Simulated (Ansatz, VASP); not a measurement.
# CuI in VASP and in Ansatz

INCAR

```
SYSTEM = CuI
  PREC = Accurate
  ENCUT = 520
  EDIFF = 1E-7
  ISMEAR = 0
  SIGMA = 0.01
  LREAL = .FALSE.
  LASPH = .TRUE.
  NELM = 100
  ALGO = Normal
  ISIF = 2
  LWAVE = .FALSE.
  LCHARG = .TRUE.
  LELF = .TRUE.
  LVHAR = .TRUE.
  NBANDS = 16
```

Contents of KPOINTS:

```
Automatic mesh
0
G
  6 6 6
  0 0 0
```

The input POSCAR:

```
CuI
1.0
    0.0000000000      3.0120291186      3.0120291186
    3.0120291186      0.0000000000      3.0120291186
    3.0120291186      3.0120291186      0.0000000000
Cu I
1 1
Direct
    0.0000000000      0.0000000000      0.0000000000
    0.2500000000      0.2500000000      0.2500000000
```

Input for Ansatz:

```yaml
crystal:
  lattice:
    - [0.0, 3.0120291186, 3.0120291186]
    - [3.0120291186, 0.0, 3.0120291186]
    - [3.0120291186, 3.0120291186, 0.0]
  atoms:
    - { symbol: Cu, position: [0.0, 0.0, 0.0] }
    - { symbol: I, position: [0.25, 0.25, 0.25] }
kpoints:
  mp_grid: { grid: [6, 6, 6] }
hamiltonian:
  xc: lda
scf:
  occupations: { method: fixed }
output:
  optics: { e_range: [0, 12], de: 0.05, sigma: 0.1 }
```

Alike in both runs: task single point; functional LDA; k mesh 6 × 6 × 6; no spin polarisation.

```csv
,VASP,Ansatz
version,VASP 6.6.1,Ansatz 0.2.0
potentials or method,"VASP PAW LDA potentials, release 64 (Cu, I)","plane waves, PAW"
plane-wave cutoff (eV),520,420
occupations,"gaussian, width 0.01 eV",fixed
valence electrons in the cell,18,36
```

Ansatz gave:

```
gap on the k mesh at the Fermi level (eV) : 0.99
```

Problem. Which values does VASP return?

Solution. gap on the k mesh at the Fermi level (eV): 1.05.

The two sets of potentials don't hold the same shells in valence.

Caveats: spin-orbit coupling is left out, which moves the levels of the heavy elements. As with any semilocal functional, this LDA gap is likely too small.
